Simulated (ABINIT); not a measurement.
The system is TiCo.

```
Co Ti
1.0
     2.98611    0.00000    0.00000
     0.00000    2.98611    0.00000
     0.00000    0.00000    2.98611
Co Ti
1 1
Direct
  0.50000 0.50000 0.50000
  0.00000 0.00000 0.00000
```

The cell comes from a database or a generator and needn't be the stable form of this composition.

Base run:

* Program: ABINIT 10.8.3 (patched build)
* Functional: RPBE
* Potentials or basis: JTH PAW PBE v2.0
* Cutoff: 707 eV
* k mesh: 9 × 9 × 9
* Occupations: fermi-dirac, width 0.05 eV
* Spin: collinear spin, ferromagnetic start
* Starting moments: [2.0, 1.0] μB

Its results: band gap on the k mesh none (metal or under the smearing width); pressure 4.1 GPa; net moment 0.84 μB per cell; site moments Co +0.97; Ti -0.05 μB.

**Question.** After a change of settings the same cell gave: band gap on the k mesh none (metal or under the smearing width); pressure 2.9 GPa; net moment 0.83 μB per cell; site moments Co +0.96; Ti -0.04 μB. Which change was it?
A. functional from RPBE to PBEsol; k mesh from 9 × 9 × 9 to 5 × 5 × 5
B. functional from RPBE to revPBE
C. functional from RPBE to WC

**Answer.** B.

Caveats: small starting moments can end in a higher magnetic state in this program; the PAW data sets were made with another functional, which shifts forces and pressure a little.

Runs at the PBE level aren't shown here.
